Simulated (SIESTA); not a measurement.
Runs of SIESTA 5.4.2 on Ag. It takes space group Fm-3m (No. 225, cubic). The conventional cell has a = 4.085 Å, b = 4.085 Å, c = 4.085 Å, α = 90.00°, β = 90.00°, γ = 90.00°. Around Ag (site symmetry m-3m) lie 12 Ag at 2.89 Å. 

```tsv
task	level	potentials or basis	spin	cell	k mesh	optimiser	force tolerance	gap on the mesh (eV)	pressure (GPa)
band structure	PBEGcGxHEG	PseudoDojo 0.4 standard (PBE files), DZP (energy shift 0.002 Ry)	off	as given	11 × 11 × 11	-	-	none	-4.5
band structure	PBEsol	PseudoDojo 0.4 standard (PBEsol files, fully relativistic), TZP (energy shift 0.002 Ry)	non-collinear, zero start, SOC	as given	8 × 8 × 8	-	-	none	(a)
band structure	OLYP	PseudoDojo 0.4 standard (PBE files), DZP (energy shift 0.002 Ry)	off	as given	11 × 11 × 11	-	-	none	7.5
relaxation of cell and atoms	PBE	PseudoDojo 0.4 standard (PBE files), TZDP (energy shift 0.002 Ry)	off	relaxed	11 × 11 × 11	CG	0.04 eV/Å	none	0.0
```

Alike in all rows: smearing fermi-dirac 0.05 eV; grid cutoff 800 Ry; energy shift 0.002 Ry.

Q: Fill in the values left out.

A: (a) -1.9.

Caveats: semicore shells carry a single zeta, which can move pressures by several GPa and volumes by a few percent; the basis of atomic orbitals isn't converged, which shifts pressures, moduli and gaps; the potentials were made for another functional, which shifts forces and pressure (some runs).

A k mesh can miss the band edges, and rows without SOC leave out spin-orbit coupling on Ag.

A gap of «none» marks a metal or a gap under the smearing width.
